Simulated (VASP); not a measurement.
# Cd (P6_3/mmc) in VASP: further runs

One crystal, Cd, is run at these levels: PBEsol, LDA, PBE; tasks: relaxation of cell and atoms.

All numbers are computed with VASP 6.6.1; they aren't measurements. Logs are shortened: lines on timing, memory, paths and dates and some standing lists are left out, and cuts for length are marked.

**1. Starting point**

It takes space group P6_3/mmc (No. 194, hexagonal). The conventional cell has a = 2.958 Å, b = 2.958 Å, c = 5.886 Å, α = 90.00°, β = 90.00°, γ = 120.00°. Cd (site symmetry -6m2) has 6 Cd at 2.96 Å as nearest neighbours.

**2. Relaxation of cell and atoms, PBEsol**

INCAR reads:

```
SYSTEM = Cd
  ALGO = Normal
  EDIFF = 1E-7
  EDIFFG = -0.005
  ENCUT = 600
  GGA = PS
  IBRION = 2
  ISIF = 3
  ISMEAR = 0
  LASPH = .True.
  LCHARG = .False.
  LREAL = .False.
  LWAVE = .False.
  NELM = 60
  NSW = 90
  PREC = Accurate
  SIGMA = 0.1
```

KPOINTS reads:

```
k-points
0
Gamma
  18 18 8
  0 0 0
```

POSCAR reads:

```
Cd
1.0
    2.9584748200      0.0000000000      0.0000000000
   -1.4792374100      2.5621143500      0.0000000000
    0.0000000000      0.0000000000      5.8859279300
Cd
2
Direct
    0.3333333300      0.6666666700      0.2500000000
    0.6666666700      0.3333333300      0.7500000000
```

Potentials or basis: VASP PAW PBE potentials, release 64 (Cd).

On the command line:

```sh
$ cat potpaw_PBE.64/Cd/POTCAR > POTCAR
$ mpirun -np 1 vasp_std > vasp.out
```

OUTCAR:

```text
SYSTEM = Cd
   EDIFF = 1E-7
   EDIFFG = -0.005
   ENCUT = 600
   GGA = PS
   IBRION = 2
   ISIF = 3
   ISMEAR = 0
   LASPH = .True.
   LREAL = .False.
   NELM = 60
   NSW = 90
   PREC = Accurate

 ion  position               nearest neighbor table
   1  0.333  0.667  0.250-   2 3.40   2 3.40   2 3.40   2 3.40   2 3.40   2 3.40
   2  0.667  0.333  0.750-   1 3.40   1 3.40   1 3.40   1 3.40   1 3.40   1 3.40

  LATTYP: Found a hexagonal cell.
 ALAT       =     2.9584748200
 C/A-ratio  =     1.9895142897

  Lattice vectors:

 A1 = (   2.9584748200,   0.0000000000,   0.0000000000)
 A2 = (  -1.4792374100,   2.5621143500,   0.0000000000)
 A3 = (   0.0000000000,   0.0000000000,   5.8859279300)

Analysis of symmetry for initial positions (statically):
=====================================================================
 Subroutine PRICEL returns:
 Original cell was already a primitive cell.

 Routine SETGRP: Setting up the symmetry group for a
 hexagonal supercell.

 Subroutine GETGRP returns: Found 24 space group operations
 (whereof 12 operations were pure point group operations)
 out of a pool of 24 trial point group operations.

The static configuration has the point symmetry D_3d.
 The point group associated with its full space group is D_6h.

Analysis of symmetry for dynamics (positions and initial velocities):
=====================================================================
 Subroutine PRICEL returns:
 Original cell was already a primitive cell.

 Routine SETGRP: Setting up the symmetry group for a
 hexagonal supercell.

 Subroutine GETGRP returns: Found 24 space group operations
 (whereof 12 operations were pure point group operations)
 out of a pool of 24 trial point group operations.

The dynamic configuration has the point symmetry D_3d.
 The point group associated with its full space group is D_6h.

 Subroutine INISYM returns: Found 24 space group operations
 (whereof 12 operations are pure point group operations),
 and found     1 'primitive' translations

----------------------------------------------------------------------------------------

                                     Primitive cell

  volume of cell :      44.6150

  direct lattice vectors                    reciprocal lattice vectors
     2.958474820  0.000000000  0.000000000     0.338012003  0.195151321  0.000000000
    -1.479237410  2.562114350  0.000000000     0.000000000  0.390302642  0.000000000
     0.000000000  0.000000000  5.885927930     0.000000000  0.000000000  0.169896746

  length of vectors
     2.958474820  2.958474820  5.885927930     0.390302642  0.390302642  0.169896746

  position of ions in fractional coordinates (direct lattice)
     0.333333330  0.666666670  0.250000000
     0.666666670  0.333333330  0.750000000

  ion indices of the primitive-cell ions
   primitive index   ion index
                 1           1
                 2           2

----------------------------------------------------------------------------------------

 KPOINTS: k-points

Automatic generation of k-mesh.
 Grid dimensions read from file:
 generate k-points for:   18   18    8

 Generating k-lattice:

  Cartesian coordinates                     Fractional coordinates (reciprocal lattice)
     0.018778445  0.010841740  0.000000000     0.055555556  0.000000000  0.000000000
     0.000000000  0.021683480  0.000000000     0.000000000  0.055555556  0.000000000
     0.000000000  0.000000000  0.021237093     0.000000000  0.000000000  0.125000000

  Length of vectors
     0.021683480  0.021683480  0.021237093

  Shift w.r.t. Gamma in fractional coordinates (k-lattice)
     0.000000000  0.000000000  0.000000000

 Subroutine IBZKPT returns following result:
 ===========================================

 Found    185 irreducible k-points:

 Following reciprocal coordinates:
            Coordinates               Weight
  0.000000  0.000000  0.000000      1.000000
  0.055556 -0.000000  0.000000      6.000000
  0.111111 -0.000000  0.000000      6.000000
  0.166667  0.000000  0.000000      6.000000
  0.222222 -0.000000  0.000000      6.000000
  0.277778  0.000000  0.000000      6.000000
[... 16 lines left out ...]
  0.333333  0.111111  0.000000     12.000000
  0.388889  0.111111  0.000000     12.000000
 [... further k-points ...]
   k-points           NKPTS =    185   k-points in BZ     NKDIM =    185   number of bands    NBANDS=     16
   number of dos      NEDOS =    301   number of ions     NIONS =      2
   total plane-waves  NPLWV =  27648
   dimension x,y,z NGX =    24 NGY =   24 NGZ =   48
   dimension x,y,z NGXF=    48 NGYF=   48 NGZF=   96
   ions per type =               2
   NGX,Y,Z   is equivalent  to a cutoff of  13.49, 13.49, 13.56 a.u.
   NGXF,Y,Z  is equivalent  to a cutoff of  26.97, 26.97, 27.11 a.u.
 SYSTEM =  Cd
   PREC   = accura    normal or accurate (medium, high low for compatibility)
   ISTART =      0    job   : 0-new  1-cont  2-samecut
   ICHARG =      2    charge: 1-file 2-atom 10-const
   ISPIN  =      1    spin polarized calculation?
   LNONCOLLINEAR =      F non collinear calculations
   LSORBIT =      F    spin-orbit coupling
   LASPH  =      T    aspherical Exc in radial PAW
   ENCUT  =  600.0 eV  44.10 Ry    6.64 a.u.   5.91  5.91 11.76*2*pi/ulx,y,z
   NELM   =     60;   NELMIN=  2; NELMDL= -5     # of ELM steps
   EDIFF  = 0.1E-06   stopping-criterion for ELM
   LREAL  =      F    real-space projection
   EDIFFG = -.5E-02   stopping-criterion for IOM
   NSW    =     90    number of steps for IOM
   IBRION =      2    ionic relax: 0-MD 1-quasi-New 2-CG
   NFREE  =      1    steps in history (QN), initial steepest desc. (CG)
   ISIF   =      3    stress and relaxation
   ISYM   =      2    0-nonsym 1-usesym 2-fastsym
   POTIM  = 0.5000    time-step for ionic-motion
   TEBEG  =    0.0;   TEEND  =   0.0 temperature during run
   PSTRESS=    0.0 pullay stress
   NELECT =      24.0000    total number of electrons
   NUPDOWN=      -1.0000    fix difference up-down
   EMIN   =  10.00;   EMAX   =-10.00  energy-range for DOS
   EFERMI =   0.00;   METHOD = LEGACY
   ISMEAR =     0;   SIGMA  =   0.10  broadening in eV -4-tet -1-fermi 0-gaus
   EFERMI_NEDOS =   21; number of points for ismear=-14 and -15
   IALGO  =     38    algorithm
   IMIX   =      4    mixing-type and parameters
     AMIX     =   0.40;   BMIX     =  1.00
     AMIX_MAG =   1.60;   BMIX_MAG =  1.00
  volume/ion in A,a.u.               =      22.31       150.54
  Fermi-wavevector in a.u.,A,eV,Ry     =   1.331429  2.516037 24.119105  1.772704
  Thomas-Fermi vector in A             =   2.460441
   LORBIT       =      0    0 simple, 1 ext, 2 COOP (PROOUT), +10 PAW based schemes
   GGA     = PS    functional components
   LHFCALC =     F    Hartree Fock is set to
   AEXX    =    0.0000 exact exchange contribution
   IVDW    =     0    specifies the selected vdW correction
   LEPSILON=     F    determine dielectric tensor
   LRPA    =     F    only Hartree local field effects (RPA)
 conjugate gradient relaxation of ions
 non-spin polarized calculation
 Gauss-broadening in eV      SIGMA  =   0.10
  energy-cutoff  :      600.00
  volume of cell :       44.62
 maximum number of plane-waves:      1507
 NGX is ok and might be reduce to    24
   NGX = 11   NGY = 11   NGZ = 23

--------------------------------------- Ionic step        1  -------------------------------------------

 number of electron      24.0000002 magnetization

 Free energy of the ion-electron system (eV)
  ---------------------------------------------------
  ext. energy  EPLUGINS =         0.00000000
  ---------------------------------------------------
  free energy    TOTEN  =        -2.38184196 eV

  energy without entropy =       -2.38014136  energy(sigma->0) =       -2.38099166

------------------------ aborting loop because EDIFF is reached ----------------------------------------

  FORCE on cell =-STRESS in cart. coord.  units (eV):
  Direction    XX          YY          ZZ          XY          YZ          ZX
  --------------------------------------------------------------------------------------
  -------------------------------------------------------------------------------------
  Total       -0.4748732     -0.4748732     -0.7982879     -0.0000000     -0.0000000      0.0000000
  in kB      -17.0532404    -17.0532404    -28.6674345     -0.0000000     -0.0000000      0.0000000
  external PRESSURE =     -20.9246384 kB  Pullay stress =       0.0000000 kB
[... 89 lines left out ...]
  FREE ENERGIE OF THE ION-ELECTRON SYSTEM (eV)
  ---------------------------------------------------
  free  energy   TOTEN  =        -2.3964592990 eV

  energy  without entropy=       -2.3947708231  energy(sigma->0) =       -2.39561506

[... ionic steps 4 to 9 ...]

--------------------------------------- Ionic step       10  -------------------------------------------

 number of electron      24.0000013 magnetization

------------------------ aborting loop because EDIFF is reached ----------------------------------------

  FORCE on cell =-STRESS in cart. coord.  units (eV):
  Direction    XX          YY          ZZ          XY          YZ          ZX
  --------------------------------------------------------------------------------------
  -------------------------------------------------------------------------------------
  Total        0.0113712      0.0113712     -0.0015298      0.0000000     -0.0000000      0.0000000
  in kB        0.4312411      0.4312411     -0.0580157      0.0000000     -0.0000000      0.0000000
  external PRESSURE =       0.2681555 kB  Pullay stress =       0.0000000 kB
[... 57 lines left out ...]
  energy  without entropy=       -2.4005993199  energy(sigma->0) =       -2.40178756

--------------------------------------- Ionic step       12  -------------------------------------------

 number of electron      24.0000013 magnetization

 Free energy of the ion-electron system (eV)
  ---------------------------------------------------
  ext. energy  EPLUGINS =         0.00000000
  ---------------------------------------------------
  free energy    TOTEN  =        -2.40297632 eV

  energy without entropy =       -2.40059887  energy(sigma->0) =       -2.40178760

 E-fermi :   3.0295     XC(G=0): -11.3227

 val. band max:        3.0049873447   @ k =   0.0556  -0.0000   0.2500
 cond. band min:       3.0347479017   @ k =   0.3333   0.3333   0.0000
 fundamental gap:      0.0297605569
 Fermi energy:         3.0295053679

 k-point     1 :       0.0000    0.0000    0.0000
  band No.  band energies     occupation
      1      -7.0072      2.00000
      2      -6.7422      2.00000
      3      -6.3153      2.00000
      4      -6.3153      2.00000
      5      -6.2630      2.00000
      6      -6.2630      2.00000
[... 8 lines left out ...]
     15      17.5572      0.00000
     16      17.8410      0.00000
[... 420 lines left out ...]
  band No.  band energies     occupation
      1      -6.9944      2.00000
      2      -6.7876      2.00000
      3      -6.7030      2.00000
      4      -6.2366      2.00000
      5      -6.0729      2.00000
      6      -5.9700      2.00000
[... 8 lines left out ...]
     15       7.4198      0.00000
     16       9.0792      0.00000

 [... further k-points ...]
[... 5 lines left out ...]
  --------------------------------------------------------------------------------------
  -------------------------------------------------------------------------------------
  Total        0.0089233      0.0089233     -0.0023384      0.0000000      0.0000000      0.0000000
  in kB        0.3383133      0.3383133     -0.0886580      0.0000000      0.0000000      0.0000000
  external PRESSURE =       0.1959895 kB  Pullay stress =       0.0000000 kB
[... 17 lines left out ...]
  FREE ENERGIE OF THE ION-ELECTRON SYSTEM (eV)
  ---------------------------------------------------
  free  energy   TOTEN  =        -2.4029763217 eV

  energy  without entropy=       -2.4005988732  energy(sigma->0) =       -2.40178760

 reached required accuracy - stopping structural energy minimisation
```

Wall time 4.4 min (1 thread of Intel Xeon 6975P-C (Granite Rapids), shared host); peak memory 0.28 GiB.

Results:

```
Free energy                            : -2.4030 eV
Relaxed volume                         : 21.13 Å³/atom
Relaxed cell                           : a = 2.950 Å, b = 2.950 Å, c = 5.608 Å, α = 90.00°, β = 90.00°, γ = 120.00°
Space group after relaxing (to 0.05 Å) : P6_3/mmc (No. 194)
Energy gained by relaxing              : 10.6 meV/atom
Ionic steps                            : 12
Pressure after relaxing                : 0.0 GPa
Band gap on the k mesh                 : none (metal or under the smearing width)
```

Step by step:
```
step  energy change (eV)  largest force (eV/Å)  pressure (GPa)  volume (Å³)
   1              0.0000                0.0000           -2.09        44.62
   2             -0.0145                0.0000            0.11        42.76
   3             -0.0146                0.0000            0.28        42.64
   4             -0.0195                0.0000            0.18        42.42
   5             -0.0209                0.0000            0.16        42.27
   6             -0.0211                0.0000            0.16        42.20
   7             -0.0211                0.0000            0.18        42.16
   8             -0.0211                0.0000           -0.13        42.36
   9             -0.0211                0.0000           -0.03        42.26
  10             -0.0211                0.0000            0.03        42.25
  11             -0.0211                0.0000            0.03        42.25
  12             -0.0211                0.0000            0.02        42.26
```

Final structure:
```
Cd
1.0
     2.94990    0.00000    0.00000
    -1.47495    2.55468    0.00000
     0.00000    0.00000    5.60755
Cd
2
Direct
  0.33333 0.66667 0.25000
  0.66667 0.33333 0.75000
```

Caveat: the PAW data sets were made with another functional, which shifts forces and pressure a little.

**3. Relaxation of cell and atoms, LDA**

INCAR, as its differences from that of step 2:

```diff
@@ -5,3 +5,2 @@
   ENCUT = 600
-  GGA = PS
   IBRION = 2
```

KPOINTS is that of step 2.

POSCAR is that of step 2.

Potentials or basis: VASP PAW LDA potentials, release 64 (Cd).

On the command line:

```sh
$ cat potpaw_LDA.64/Cd/POTCAR > POTCAR
$ mpirun -np 1 vasp_std > vasp.out
```

OUTCAR:

```text
SYSTEM = Cd
   EDIFF = 1E-7
   EDIFFG = -0.005
   ENCUT = 600
   IBRION = 2
   ISIF = 3
   ISMEAR = 0
   LASPH = .True.
   LREAL = .False.
   NELM = 60
   NSW = 90
   PREC = Accurate

 ion  position               nearest neighbor table
   1  0.333  0.667  0.250-   2 3.40   2 3.40   2 3.40   2 3.40   2 3.40   2 3.40
   2  0.667  0.333  0.750-   1 3.40   1 3.40   1 3.40   1 3.40   1 3.40   1 3.40

  LATTYP: Found a hexagonal cell.
 ALAT       =     2.9584748200
 C/A-ratio  =     1.9895142897

  Lattice vectors:

 A1 = (   2.9584748200,   0.0000000000,   0.0000000000)
 A2 = (  -1.4792374100,   2.5621143500,   0.0000000000)
 A3 = (   0.0000000000,   0.0000000000,   5.8859279300)

Analysis of symmetry for initial positions (statically):
=====================================================================
 Subroutine PRICEL returns:
[... 470 lines left out ...]
  ---------------------------------------------------
  free energy    TOTEN  =        -3.04589931 eV

  energy without entropy =       -3.04382754  energy(sigma->0) =       -3.04486342

 E-fermi :   3.2983     XC(G=0): -11.7091

 val. band max:        3.2917448251   @ k =   0.2222   0.0556   0.1250
 cond. band min:       3.3490200279   @ k =   0.3333   0.3333   0.0000
 fundamental gap:      0.0572752028
 Fermi energy:         3.2983347139

 k-point     1 :       0.0000    0.0000    0.0000
  band No.  band energies     occupation
      1      -6.9611      2.00000
      2      -6.6915      2.00000
      3      -6.1862      2.00000
      4      -6.1862      2.00000
      5      -6.1292      2.00000
      6      -6.1292      2.00000
[... 433 lines left out ...]
      3      -6.6148      2.00000
      4      -6.1041      2.00000
      5      -5.9159      2.00000
      6      -5.8119      2.00000
[... 8 lines left out ...]
     15       7.8670      0.00000
     16       9.5390      0.00000

 [... further k-points ...]
[... 5 lines left out ...]
  --------------------------------------------------------------------------------------
  -------------------------------------------------------------------------------------
  Total        0.0051868      0.0051868     -0.0065531      0.0000000     -0.0000000     -0.0000000
  in kB        0.2051530      0.2051530     -0.2591969      0.0000000     -0.0000000     -0.0000000
  external PRESSURE =       0.0503697 kB  Pullay stress =       0.0000000 kB
[... 17 lines left out ...]
  FREE ENERGIE OF THE ION-ELECTRON SYSTEM (eV)
  ---------------------------------------------------
  free  energy   TOTEN  =        -3.0458993059 eV

  energy  without entropy=       -3.0438275367  energy(sigma->0) =       -3.04486342

 reached required accuracy - stopping structural energy minimisation
```

OSZICAR:

```text
N       E                     dE             d eps       ncg     rms          rms(c)
DAV:   1     0.182785299505E+03    0.18279E+03   -0.14402E+04  5920   0.168E+03
[... 77 lines left out ...]
       N       E                     dE             d eps       ncg     rms          rms(c)
DAV:   1    -0.304870708986E+01   -0.28977E-02   -0.56209E-02  5936   0.327E+00    0.377E-01
DAV:   2    -0.304610316390E+01    0.26039E-02   -0.73827E-03  6024   0.126E+00    0.117E-01
DAV:   3    -0.304593941015E+01    0.16375E-03   -0.32733E-04  7040   0.219E-01    0.937E-02
DAV:   4    -0.304589924520E+01    0.40165E-04   -0.38411E-05  6232   0.521E-02    0.791E-03
DAV:   5    -0.304589921946E+01    0.25746E-07   -0.13484E-06  7096   0.139E-02    0.529E-03
DAV:   6    -0.304589930586E+01   -0.86401E-07   -0.32052E-07  5040   0.721E-03
   9 F= -.30458993E+01 E0= -.30448634E+01  d E =-.108331E-03
```

CONTCAR:

```text
Cd
   1.00000000000000
     2.9060931491920798   -0.0000000000000000    0.0000000000000000
    -1.4530465745960399    2.5167504924194888    0.0000000000000000
     0.0000000000000000    0.0000000000000000    5.5383246829021058
  Cd
     2
Direct
     0.3333333300000021    0.6666666699999979    0.2500000000000000
     0.6666666699999979    0.3333333300000021    0.7500000000000000

  0.00000000E+00  0.00000000E+00  0.00000000E+00
  0.00000000E+00  0.00000000E+00  0.00000000E+00
```

Run time: 3.3 min. Hardware: 1 thread of Intel Xeon 6975P-C (Granite Rapids), shared host; peak memory 0.26 GiB.

What came out:

| Item | Value |
| --- | --- |
| Free energy | -3.0459 eV |
| Relaxed volume | 20.25 Å³/atom |
| Relaxed cell | a = 2.906 Å, b = 2.906 Å, c = 5.538 Å, α = 90.00°, β = 90.00°, γ = 120.00° |
| Space group after relaxing (to 0.05 Å) | P6_3/mmc (No. 194) |
| Energy gained by relaxing | 33.0 meV/atom |
| Ionic steps | 9 |
| Pressure after relaxing | 0.0 GPa |
| Band gap on the k mesh | none (metal or under the smearing width) |

Step by step:
```
step  energy change (eV)  largest force (eV/Å)  pressure (GPa)  volume (Å³)
   1              0.0000                0.0000           -4.69        44.62
   2             -0.0514                0.0000            1.28        40.53
   3             -0.0543                0.0000           -0.05        41.23
   4             -0.0619                0.0000            0.01        40.89
   5             -0.0658                0.0000            0.19        40.48
   6             -0.0659                0.0000            0.23        40.41
   7             -0.0659                0.0000            0.26        40.38
   8             -0.0660                0.0000           -0.23        40.63
   9             -0.0661                0.0000            0.01        40.51
```

Final structure:
```xyz
2
Lattice="2.9061 0.0000 0.0000 -1.4530 2.5168 0.0000 0.0000 0.0000 5.5383" Properties=species:S:1:pos:R:3 pbc="T T T"
Cd    0.0000    1.6778    1.3846
Cd    1.4530    0.8389    4.1537
```

[end of part 1 of 2]
